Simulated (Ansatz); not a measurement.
The system is KCl.

```
CELL_PARAMETERS angstrom
3.83920 0.00000 0.00000
0.00000 3.83920 0.00000
0.00000 0.00000 3.83920
ATOMIC_POSITIONS crystal
K 0.00000 0.00000 0.00000
Cl 0.50000 0.50000 0.50000
```

Measurements of this composition are mostly on another form, of space group No. 225.

Base run:

* Program: Ansatz 0.2.0
* Functional: HSE06 form with a typed share of exact exchange
* Potentials or basis: Ansatz PAW
* Cutoff: 420 eV (not typed: the program's choice for these potentials)
* k mesh: 4 × 4 × 4
* Occupations: fermi-dirac, width 0.05 eV
* Spin: no spin polarisation

Its results: band gap on the k mesh 5.87 eV, indirect (least direct gap 6.08 eV); pressure -0.4 GPa.

The run is repeated on the same cell with these changes: share of exact exchange from 0.2 to 0.15. What comes out?

Band gap on the k mesh 5.60 eV, indirect (least direct gap 5.81 eV); pressure -0.3 GPa.

Caveats: the PAW data sets come from PBE, with cores solved anew for the run's functional, which leaves a small shift of forces and pressure; the thresholds are loose for stress.

A k mesh can miss the band edges.
